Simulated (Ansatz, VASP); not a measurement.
# One calculation of SnTe, two programs

```
Sn Te
1.0
     3.89182    0.00000    0.00000
     0.00000    3.89182    0.00000
     0.00000    0.00000    3.89182
Sn Te
1 1
Direct
  0.00000 0.00000 0.00000
  0.50000 0.50000 0.50000
```

Alike in both runs: task single point; functional r2SCAN; k mesh 4 × 4 × 4; occupations fermi-dirac, width 0.02 eV; no spin polarisation.

```csv
,VASP,Ansatz
version,VASP 6.6.1,Ansatz 0.2.0
potentials or method,"VASP PAW PBE potentials, release 64 (Sn_d, Te)",plane waves
plane-wave cutoff (eV),520,500
valence electrons in the cell,20,30
```

|  | VASP | Ansatz | Ansatz less VASP |
| --- | --- | --- | --- |
| pressure (GPa) | 0.1 | 0.2 | +0.07 |

With one functional, cell and mesh, what is left measures potentials, basis and numerics. The two sets of potentials don't hold the same shells in valence.

Caveats: the k mesh is coarse (spacing up to 0.40 Å⁻¹), so the values aren't converged; the PAW data sets were made with another functional, which shifts forces and pressure a little (VASP). Spin-orbit coupling is left out, which matters for the levels of Te.
